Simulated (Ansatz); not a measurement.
# Os/AlN/Al: conductance against the thickness of the layer, part 5 of 6

Aim: the conductance of Os/AlN/Al junctions as the barrier thickens. The lower electrode is Os hcp(0001), the upper one Al fcc(111); the barrier is AlN rock salt(111) (Al and Al faces). In the first transport cell, after relaxation, the nearest pair of electrode and barrier is Os–Al at 2.66 Å, at a slant, at the lower face and Al–Al at 2.78 Å, at a slant, at the upper one. All share a net of side 2.75 Å, which strains the lower electrode by +0.0 %, the upper one by -3.7 % and the barrier by -4.5 %, against typed lattice constants near PBE's. The first steps treat the bulk electrodes alone.

Ansatz 0.2.0; PBE DFT, plane waves, PAW files (the session's first sound run).

So far, transmission at the Fermi level (a spin, zone mean): step 5 (the open system: T(E)) 5.3e-4; step 6 (24 atoms, atomic planes in the barrier 5, gap between the …) 0.0225; step 7 (26 atoms, atomic planes in the barrier 7, gap between the …) 0.00428. Also channels of the lower lead: step 5 1.23.

**9. Conductance, atomic planes in the barrier 11, gap between the electrodes 16.29 Å**

Level of this step: PBE DFT, plane waves, PAW files; ballistic transmission by layer matching between semi-infinite leads (Ansatz).

System of this step: Os/AlN/Al. The cell holds 30 atoms: 11 Os, 14 Al and 5 N. Cell: a = 2.750 Å, b = 2.750 Å, c = 69.018 Å, α = 90.0°, β = 90.0°, γ = 120.0°. Regions: left electrode, 11 atoms (11 Os); barrier, 11 atoms (6 Al and 5 N); right electrode, 8 atoms (8 Al). Vacuum lies along c.

Barrier layers are added or taken out in the middle, and the relaxed faces stay.

The input, input.yaml:

```yaml
crystal:
  lattice:
    - [2.75, 0.0, 0.0]
    - [-1.375, 2.3815698604, 0.0]
    - [0.0, 0.0, 69.0178614504]
  atoms:
    - { symbol: Os, position: [0.33333333, 0.66666667, 0.1014230208] }
    - { symbol: Os, position: [0.0, 0.0, 0.1329538076] }
    - { symbol: Os, position: [0.33333333, 0.66666667, 0.1644845944] }
    - { symbol: Os, position: [0.0, 0.0, 0.1960153812] }
    - { symbol: Os, position: [0.33333333, 0.66666667, 0.2275461679] }
    - { symbol: Os, position: [0.0, 0.0, 0.2590769547] }
    - { symbol: Os, position: [0.33333333, 0.66666667, 0.2906077415] }
    - { symbol: Os, position: [0.0, 0.0, 0.3221385283] }
    - { symbol: Os, position: [0.33333333, 0.66666667, 0.353669315] }
    - { symbol: Os, position: [0.0, 0.0, 0.3852001018] }
    - { symbol: Os, position: [0.33333333, 0.66666667, 0.4167479269] }
    - { symbol: Al, position: [0.66666667, 0.33333333, 0.4476492042] }
    - { symbol: "N", position: [0.0, 0.0, 0.4653240806] }
    - { symbol: Al, position: [0.33333333, 0.66666667, 0.4821710787] }
    - { symbol: "N", position: [0.66666667, 0.33333333, 0.4996091288] }
    - { symbol: Al, position: [0.0, 0.0, 0.5164805914] }
    - { symbol: "N", position: [0.33333333, 0.66666667, 0.5338941754] }
    - { symbol: Al, position: [0.66666667, 0.33333333, 0.5507656381] }
    - { symbol: "N", position: [0.0, 0.0, 0.5681792221] }
    - { symbol: Al, position: [0.33333333, 0.66666667, 0.5850728343] }
    - { symbol: "N", position: [0.66666667, 0.33333333, 0.6024135538] }
    - { symbol: Al, position: [0.0, 0.0, 0.6197206323] }
    - { symbol: Al, position: [0.33333333, 0.66666667, 0.6527511229] }
    - { symbol: Al, position: [0.66666667, 0.33333333, 0.6877502678] }
    - { symbol: Al, position: [0.0, 0.0, 0.722888053] }
    - { symbol: Al, position: [0.33333333, 0.66666667, 0.7580258382] }
    - { symbol: Al, position: [0.66666667, 0.33333333, 0.7931636235] }
    - { symbol: Al, position: [0.0, 0.0, 0.8283014087] }
    - { symbol: Al, position: [0.33333333, 0.66666667, 0.8634391939] }
    - { symbol: Al, position: [0.66666667, 0.33333333, 0.8985769792] }
kpoints:
  mp_grid: { grid: [12, 12, 1] }
scf:
  occupations: { method: fermi_dirac, width: 0.1 }
  max_iter: 150
hamiltonian:
  xc: pbe
output:
  transmission:
    kmesh: [30, 30]
    e_range: [-0.26, 0.27]
    de: 0.0375
    leads: [[4, 6], [26, 27]]
```

Launch:

```sh
$ ansatz run input.yaml --threads 4 --pin off --max-ram 10240MiB --backend cpu --events-out ev --progress --plain --runs-dir out
```

Numbers of over 12 decimals in the logs are rounded to 6 here.

Output:

```text
[...]
Crystal: 30 atoms, lattice volume = 452.020 Å³
Basis set: ecut = 420 eV, 8829 PW (Γ)
Bands: 152, of which v1, the nominal top of the filled ones, is band 122 counted from 1 (121 counted from 0)
Symmetry: 6 space group operations
[...]
k-points: 19 of 144 (time reversal used)
[...]
channels       : 1.221111e0 a spin
[...]
slowest decay  : 0.0736 /Å at (0.2667, 0.0667)
[...]
filled         : 39.8 meV under the level at which it is neutral
    channels       : 1.301111e0 a spin
[...]
slowest decay  : 0.0279 /Å at (0.3333, 0.2667)
  junction   : crystal 0 to crystal 1, 18.27 to 51.80 Å
    transmission   : 1.162152e-4 a spin
[...]
resistance     : 7.6521e0 Ω µm² beyond half of each lead's own
[key lines of the parts left out:]
SCF converged after 10 iterations
Free energy (F): -134684.190334 eV
Fermi energy:    13.071287 eV
```

Elapsed: 90 s, on 4 threads of Intel Xeon Platinum 8375C at 2.90GHz (Ice Lake), shared host; peak memory 2.2 GiB.

G = 1.3e11 S/m² (1/G = 7.65 Ω µm²), 0.18 times the step before of this kind. The largest error estimate is 23 %, from the mesh across the current. In the worse lead the potential repeats within 32 meV, which the program flags as too much for a lead, so G carries that doubt.

**10. Conductance, atomic planes in the barrier 13, gap between the electrodes 18.65 Å**

System of this step: Os/AlN/Al. The cell holds 32 atoms: 11 Os, 15 Al and 6 N. Cell: a = 2.750 Å, b = 2.750 Å, c = 71.384 Å, α = 90.0°, β = 90.0°, γ = 120.0°. Regions: left electrode, 11 atoms (11 Os); barrier, 13 atoms (7 Al and 6 N); right electrode, 8 atoms (8 Al). Vacuum lies along c.

Barrier layers are added or taken out in the middle, and the relaxed faces stay.

The input, input.yaml:

```yaml
crystal:
  lattice:
    - [2.75, 0.0, 0.0]
    - [-1.375, 2.3815698604, 0.0]
    - [0.0, 0.0, 71.3841420498]
  atoms:
    - { symbol: Os, position: [0.33333333, 0.66666667, 0.098060995] }
    - { symbol: Os, position: [0.0, 0.0, 0.1285465821] }
    - { symbol: Os, position: [0.33333333, 0.66666667, 0.1590321691] }
    - { symbol: Os, position: [0.0, 0.0, 0.1895177561] }
    - { symbol: Os, position: [0.33333333, 0.66666667, 0.2200033431] }
    - { symbol: Os, position: [0.0, 0.0, 0.2504889301] }
    - { symbol: Os, position: [0.33333333, 0.66666667, 0.2809745171] }
    - { symbol: Os, position: [0.0, 0.0, 0.3114601041] }
    - { symbol: Os, position: [0.33333333, 0.66666667, 0.3419456911] }
    - { symbol: Os, position: [0.0, 0.0, 0.3724312781] }
    - { symbol: Os, position: [0.33333333, 0.66666667, 0.4029333386] }
    - { symbol: Al, position: [0.66666667, 0.33333333, 0.4328102835] }
    - { symbol: "N", position: [0.0, 0.0, 0.4498992634] }
    - { symbol: Al, position: [0.33333333, 0.66666667, 0.4661878079] }
    - { symbol: "N", position: [0.66666667, 0.33333333, 0.483047812] }
    - { symbol: Al, position: [0.0, 0.0, 0.4993600102] }
    - { symbol: "N", position: [0.33333333, 0.66666667, 0.5161963592] }
    - { symbol: Al, position: [0.66666667, 0.33333333, 0.5325085574] }
    - { symbol: "N", position: [0.0, 0.0, 0.5493449064] }
    - { symbol: Al, position: [0.33333333, 0.66666667, 0.5656571045] }
    - { symbol: "N", position: [0.66666667, 0.33333333, 0.5824934535] }
    - { symbol: Al, position: [0.0, 0.0, 0.598827067] }
    - { symbol: "N", position: [0.33333333, 0.66666667, 0.6155929668] }
    - { symbol: Al, position: [0.66666667, 0.33333333, 0.6323263409] }
    - { symbol: Al, position: [0.0, 0.0, 0.6642619187] }
    - { symbol: Al, position: [0.33333333, 0.66666667, 0.6981008928] }
    - { symbol: Al, position: [0.66666667, 0.33333333, 0.7320739115] }
    - { symbol: Al, position: [0.0, 0.0, 0.7660469302] }
    - { symbol: Al, position: [0.33333333, 0.66666667, 0.8000199489] }
    - { symbol: Al, position: [0.66666667, 0.33333333, 0.8339929676] }
    - { symbol: Al, position: [0.0, 0.0, 0.8679659863] }
    - { symbol: Al, position: [0.33333333, 0.66666667, 0.901939005] }
kpoints:
  mp_grid: { grid: [12, 12, 1] }
scf:
  occupations: { method: fermi_dirac, width: 0.1 }
  max_iter: 150
hamiltonian:
  xc: pbe
output:
  transmission:
    kmesh: [30, 30]
    e_range: [-0.26, 0.27]
    de: 0.0375
    leads: [[4, 6], [28, 29]]
```

Output:

```text
[...]
Crystal: 32 atoms, lattice volume = 467.517 Å³
Basis set: ecut = 420 eV, 9161 PW (Γ)
Bands: 158, of which v1, the nominal top of the filled ones, is band 126 counted from 1 (125 counted from 0)
Symmetry: 6 space group operations
[...]
k-points: 19 of 144 (time reversal used)
[...]
channels       : 1.221111e0 a spin
[...]
slowest decay  : 0.0736 /Å at (0.2667, 0.0667)
[...]
filled         : 39.9 meV under the level at which it is neutral
    channels       : 1.301111e0 a spin
[...]
slowest decay  : 0.0279 /Å at (0.3333, 0.2667)
  junction   : crystal 0 to crystal 1, 18.27 to 54.17 Å
    transmission   : 1.867182e-5 a spin
[...]
resistance     : 4.9286e1 Ω µm² beyond half of each lead's own
[key lines of the parts left out:]
SCF converged after 11 iterations
Free energy (F): -135607.941811 eV
Fermi energy:    13.102089 eV
```

Run time: 95 s. Hardware: 4 threads; peak memory 2.3 GiB; 5.8 min of CPU time.

G = 2.0e10 S/m² (1/G = 49.3 Ω µm²), 0.16 times the step before of this kind. The largest error estimate is 25 %, from the mesh across the current. In the worse lead the potential repeats within 32 meV, which the program flags as too much for a lead, so G carries that doubt.

**11. Side by side**

Times are for 4 threads of Intel Xeon Platinum 8375C at 2.90GHz (Ice Lake), shared host. The series side by side:

```csv
no.,gap between the electrodes (Å),junction conductance (S/m²),resistance-area product beyond the leads (Ω um²),time,memory (GiB)
1,9.19,2.57e13,0.03825,79 s,1.8
2,11.56,4.83e12,0.2065,79 s,1.9
3,13.92,7.06e11,1.415,81 s,2.0
4,16.29,1.31e11,7.652,90 s,2.2
5,18.65,2.03e10,49.29,95 s,2.3
```

The runs together. Table of transmission, zone mean by energy, zero at the Fermi level:

```
energy (eV)    9.19    11.56   13.92   16.29   18.65
     -0.260  0.0281  0.00500  7.3e-4  1.3e-4  2.0e-5
     -0.223  0.0269  0.00457  7.0e-4  1.2e-4  1.9e-5
     -0.185  0.0263  0.00445  6.8e-4  1.2e-4  1.9e-5
     -0.147  0.0254  0.00434  6.7e-4  1.1e-4  1.8e-5
     -0.110  0.0245  0.00423  6.5e-4  1.1e-4  1.8e-5
     -0.072  0.0225  0.00401  5.8e-4  1.1e-4  1.6e-5
     -0.035  0.0213  0.00412  5.6e-4  1.1e-4  1.6e-5
      0.003  0.0225  0.00428  6.4e-4  1.2e-4  1.9e-5
      0.040  0.0210  0.00389  5.9e-4  1.0e-4  1.7e-5
      0.077  0.0217  0.00418  6.4e-4  1.2e-4  1.9e-5
      0.115  0.0188  0.00341  5.0e-4  9.0e-5  1.4e-5
      0.152  0.0180  0.00334  5.0e-4  9.1e-5  1.5e-5
      0.190  0.0173  0.00328  5.0e-4  9.2e-5  1.5e-5
      0.228  0.0154  0.00285  4.4e-4  7.9e-5  1.3e-5
      0.265  0.0150  0.00277  4.2e-4  7.8e-5  1.3e-5
```

**12. Decay with thickness**

This step: Fit of the logarithm of the conductance against the barrier's thickness, from PBE DFT, plane waves, PAW files (Ansatz 0.2.0).

No new run: the logarithm is fitted against the thickness.

This step gave:

```yaml
decay_constant_of_the_conductance: 0.76 Å⁻¹
r_m_s_misfit_of_ln_g: 0.05
```

From the end points alone, β = ln(2.57e+13 / 2.03e+10) / 9.46 Å = 7.14 / 9.46 Å = 0.76 Å⁻¹.

**13. A check of the settings, 28 atoms**

This step: PBE DFT, plane waves, PAW files; ballistic transmission by layer matching between semi-infinite leads; changed: scf.occupations.method = "fermi_dirac", scf.occupations.width = 0.2, scf.lower_state_search = "off" (Ansatz 0.2.0).

System of this step: Os/AlN/Al. The cell holds 28 atoms: 11 Os, 13 Al and 4 N. Cell: a = 2.750 Å, b = 2.750 Å, c = 66.652 Å, α = 90.0°, β = 90.0°, γ = 120.0°. Regions: left electrode, 11 atoms (11 Os); barrier, 9 atoms (5 Al and 4 N); right electrode, 8 atoms (8 Al). Vacuum lies along c.

This run repeats an earlier one, its twin (the spectrum run, 9 atomic planes between the electrodes), with two settings changed (scf.occupations.width, scf.lower_state_search; files written aside). It is meant to test how much rests on the smearing and how the run responds. Where the input is shown as a difference, that is against the step before, not the twin.

The input, input.yaml:

```yaml
crystal:
  lattice:
    - [2.75, 0.0, 0.0]
    - [-1.375, 2.3815698604, 0.0]
    - [0.0, 0.0, 66.651580851]
  atoms:
    - { symbol: Os, position: [0.33333333, 0.66666667, 0.1050237655] }
    - { symbol: Os, position: [0.0, 0.0, 0.137673966] }
    - { symbol: Os, position: [0.33333333, 0.66666667, 0.1703241664] }
    - { symbol: Os, position: [0.0, 0.0, 0.2029743668] }
    - { symbol: Os, position: [0.33333333, 0.66666667, 0.2356245672] }
    - { symbol: Os, position: [0.0, 0.0, 0.2682747676] }
    - { symbol: Os, position: [0.33333333, 0.66666667, 0.3009249681] }
    - { symbol: Os, position: [0.0, 0.0, 0.3335751685] }
    - { symbol: Os, position: [0.33333333, 0.66666667, 0.3662253689] }
    - { symbol: Os, position: [0.0, 0.0, 0.3988755693] }
    - { symbol: Os, position: [0.33333333, 0.66666667, 0.431543413] }
    - { symbol: Al, position: [0.66666667, 0.33333333, 0.4635417549] }
    - { symbol: "N", position: [0.0, 0.0, 0.481844129] }
    - { symbol: Al, position: [0.33333333, 0.66666667, 0.4992892333] }
    - { symbol: "N", position: [0.66666667, 0.33333333, 0.5173463733] }
    - { symbol: Al, position: [0.0, 0.0, 0.5348168107] }
    - { symbol: "N", position: [0.33333333, 0.66666667, 0.552848616] }
    - { symbol: Al, position: [0.66666667, 0.33333333, 0.5703419893] }
    - { symbol: "N", position: [0.0, 0.0, 0.5882983433] }
    - { symbol: Al, position: [0.33333333, 0.66666667, 0.6062198619] }
    - { symbol: Al, position: [0.66666667, 0.33333333, 0.640423009] }
    - { symbol: Al, position: [0.0, 0.0, 0.676664702] }
    - { symbol: Al, position: [0.33333333, 0.66666667, 0.7130499574] }
    - { symbol: Al, position: [0.66666667, 0.33333333, 0.7494352128] }
    - { symbol: Al, position: [0.0, 0.0, 0.7858204682] }
    - { symbol: Al, position: [0.33333333, 0.66666667, 0.8222057236] }
    - { symbol: Al, position: [0.66666667, 0.33333333, 0.8585909791] }
    - { symbol: Al, position: [0.0, 0.0, 0.8949762345] }
kpoints:
  mp_grid: { grid: [12, 12, 1] }
scf:
  occupations: { method: fermi_dirac, width: 0.2 }
  max_iter: 150
  lower_state_search: "off"
hamiltonian:
  xc: pbe
output:
  transmission:
    kmesh: [18, 18]
    e_range: [-2.5, 2.5]
    de: 0.1
    leads: [[4, 6], [24, 25]]
  dos: { projected: true, e_range: [-6, 5], de: 0.05 }
  write_potential: true
  write_density: true
  volumetric_format: npy
```

Output:

```text
band count auto-derived: 151 (N_el = 235.0; filled up to band 118; 146 by the electrons, moments and atoms)
[...]
Crystal: 28 atoms, lattice volume = 436.522 Å³
Basis set: ecut = 420 eV, 8557 PW (Γ)
Bands: 151, of which v1, the nominal top of the filled ones, is band 118 counted from 1 (117 counted from 0)
Symmetry: 6 space group operations
[...]
k-points: 19 of 144 (time reversal used)
[...]
SCF iter   1: F=—  HF=-133761.450289 eV  |F-HF|=—  |Δ(HF+E_count)|=         —  Δρ=1.48e-2  dr2=1.90e2  ethr=1.77e-3  ⟨swp⟩=9.9  Hψ=14683  notcnv=0  defer=11
[...]
SCF iter   9: F=-133760.987495 eV  HF=-133760.987495 eV  |F-HF|=1.41e-8  |Δ(HF+E_count)|=   5.28e-8  Δρ=2.35e-6  dr2=4.65e-8  ethr=4.26e-11  ⟨swp⟩=16.4  Hψ=9839  notcnv=0
SCF 1 converged in 9 iterations: F = -133760.987495 eV  dr2 = 4.65e-8
[...]
transmission: 211 of 2109 steps passed
transmission: 422 of 2109 steps passed
[...]
transmission: 2109 of 2109 steps passed
[...]
SCF converged after 9 iterations
Free energy (F): -133760.987495 eV
[...]
Internal energy: -133759.498984 eV  (E = F + TS)
E sigma→0 (E₀):  -133760.243239 eV
Entropy (-TS):   -1.488511 eV (-53.161 meV/atom)
Fermi energy:    13.049740 eV
[...]
--- Band table (eV; the first three rows and the last of 19) ---
  k-point 0: bands = [... 114 lower, 11.6655, 11.7819, 12.0164, 12.0164, 12.4708, 12.4708, 12.5597, 12.5967, ... 29 higher]
  k-point 1: bands = [... 114 lower, 11.4065, 11.5211, 11.8627, 11.9056, 11.9974, 12.3162, 12.3743, 12.5590, ... 29 higher]
  k-point 2: bands = [... 114 lower, 11.6537, 11.6726, 11.7237, 11.7666, 11.9520, 12.1417, 12.3208, 12.5768, ... 29 higher]
  k-point 18: bands = [... 114 lower, 11.9423, 12.0198, 12.1057, 12.4607, 12.6760, 13.3876, 13.7303, 13.9279, ... 29 higher]
--- Transmission ---
  basis      : 55 plane waves across, 57 finite elements along
  points     : 37, standing for a mesh of 18 x 18
[...]
channels       : 1.225309e0 a spin
[...]
slowest decay  : 0.1039 /Å at (0.2222, 0.2222)
[...]
channels       : 1.225309e0 a spin
[...]
slowest decay  : 0.0844 /Å at (0.3333, 0.2778)
  junction   : crystal 0 to crystal 1, 18.27 to 49.44 Å
    transmission   : 5.110192e-4 a spin
[...]
```

Wall time 1.7 min (4 threads); peak memory 2.4 GiB; 5.5 min of CPU time.

Residual by cycle:

cycle, log10 residual and a bar from the least value:
```
        1        2.3 ##############################
        2       -0.9 ####################
        3       -1.1 ###################
        4       -2.3 ################
        5       -3.6 ############
        6       -4.5 #########
        7       -5.3 ######
        8       -6.3 ###
        9       -7.3
```

The run finished with changed settings (scf.occupations.method = "fermi_dirac", scf.occupations.width = 0.2 and scf.lower_state_search = "off"); it serves as a test.

The transmission at the Fermi level, both spins, is 0.00102 against 0.00105 in the twin: a change of -3 %.

Side by side:

```
                                           quantity    this run   sound run  difference
                                   free energy (eV)  -133760.99  -133760.44      -0.548
                                  Fermi energy (eV)      13.050      13.038      0.0114
transmission at the Fermi level (a spin, zone mean)    5.110e-4    5.250e-4     -1.4e-5
                         channels of the upper lead      1.2253      1.2623     -0.0370
             potential step in the lower lead (meV)        23.5        31.8        -8.3
             potential step in the upper lead (meV)         6.1          11        -4.9
```

One result that differs is the potential step in the upper lead, 6.1 meV against 11 meV.

(Continued in part 6 of 6.)

[Logs are printed without paths, hosts, clocks, repeated set-up lines and the standing remarks that a program may print on its own settings, such as how far it seeks lower states.]

[Hosts, paths, dates, database ids (printed as entryN), source tags and the programs' standing remarks are cut or masked in the printed files.]
